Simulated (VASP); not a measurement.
Wanted: the native input for a VASP 6.6.1 run.

```
Task                               : single point
Functional                         : HSE06
Potentials or basis                : VASP PAW PBE potentials, release 64 (Ba_sv, O)
Cutoff                             : 520 eV
k mesh                             : 6 × 6 × 6
Occupations                        : gaussian, width 0.02 eV
Spin                               : no spin polarisation
Grid for exact exchange (PRECFOCK) : Fast
Screening parameter                : 0.2 1/A
Further INCAR settings             : ALGO = Normal; EDIFF = 1e-07; NBANDS = 15
```

The system is BaO.

```
CELL_PARAMETERS angstrom
0.00000 2.76583 2.76583
2.76583 0.00000 2.76583
2.76583 2.76583 0.00000
ATOMIC_POSITIONS crystal
Ba 0.00000 0.00000 0.00000
O 0.50000 0.50000 0.50000
```

The cell is a database's computed one.

One way to write it, as run:

POSCAR

```
BaO
1.0
    0.0000000000      2.7658300000      2.7658300000
    2.7658300000      0.0000000000      2.7658300000
    2.7658300000      2.7658300000      0.0000000000
Ba O
1 1
Direct
    0.0000000000      0.0000000000      0.0000000000
    0.5000000000      0.5000000000      0.5000000000
```

INCAR.step1

```
  PREC = Accurate
  ENCUT = 520
  EDIFF = 1E-5
  ISMEAR = 0
  SIGMA = 0.02
  LREAL = False
  LASPH = True
  NELM = 100
  ALGO = Normal
  ISIF = 2
  LWAVE = True
  LCHARG = False
  NBANDS = 15
  GGA = PE
```

INCAR.step2

```
  PREC = Accurate
  ENCUT = 520
  EDIFF = 1E-7
  ISMEAR = 0
  SIGMA = 0.02
  LREAL = False
  LASPH = True
  NELM = 100
  ALGO = Normal
  ISIF = 2
  LWAVE = False
  LCHARG = False
  GGA = PE
  LHFCALC = True
  HFSCREEN = 0.2
  PRECFOCK = Fast
  NBANDS = 15
  ISTART = 1
```

KPOINTS

```
Automatic mesh
0
Gamma
  6 6 6
```

Potentials or basis: VASP PAW PBE potentials, release 64 (Ba_sv, O).

Run with:

```bash
$ cat potpaw_PBE.64/Ba_sv/POTCAR potpaw_PBE.64/O/POTCAR > POTCAR
$ cp INCAR.step1 INCAR
$ mpirun -np 1 vasp_std > vasp.out
$ cp INCAR.step2 INCAR
$ mpirun -np 1 vasp_std > vasp.out
```

It gave:

| Item | Value |
| --- | --- |
| Pressure | 1.6 GPa |
| Band gap on the k mesh | 3.25 eV, direct |

Caveat: the PAW data sets were made with another functional, which shifts forces and pressure a little; spin-orbit coupling is left out, which moves the levels of the heavy elements.

It took 18 min on 1 thread of Intel(R) Xeon(R) Platinum 8488C (Sapphire Rapids), on a shared host, peak memory 0.28 GiB.
